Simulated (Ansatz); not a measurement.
## CoO in Ansatz: the effect of functional

CoO:

```xyz
2
Lattice="0.0000 2.1315 2.1315 2.1315 0.0000 2.1315 2.1315 2.1315 0.0000" Properties=species:S:1:pos:R:3 pbc="T T T"
Co    0.0000    0.0000    0.0000
O     2.1315    2.1315    2.1315
```

Alike in all runs:

```yaml
Program: Ansatz 0.2.0
Task: band structure
Potentials_or_basis: all-electron LAPW, scalar-relativistic
Basis_error_allowed: 0.001 eV/atom
k_mesh: 11 × 11 × 11
Occupations: fermi-dirac, width 0.05 eV
Spin: collinear spin, ferromagnetic start
Starting_moments: "[2.0, 0.0] μB"
```

Problem. One run gave: pressure -19.3 GPa; moment 2.88 μB. Which functional did it use?
A. PBE
B. PBEsol
C. LDA

Solution. C.

```csv
functional,cutoff,pressure (GPa),moment (μB)
PBEsol,360 eV (chosen from the basis error),-10.8,2.96
LDA,359 eV (chosen from the basis error),-19.3,2.88
PBE,360 eV (chosen from the basis error),-1.9,2.93
```

Caveats: a cell with one magnetic atom can't hold antiferromagnetic order, which such compounds often take.
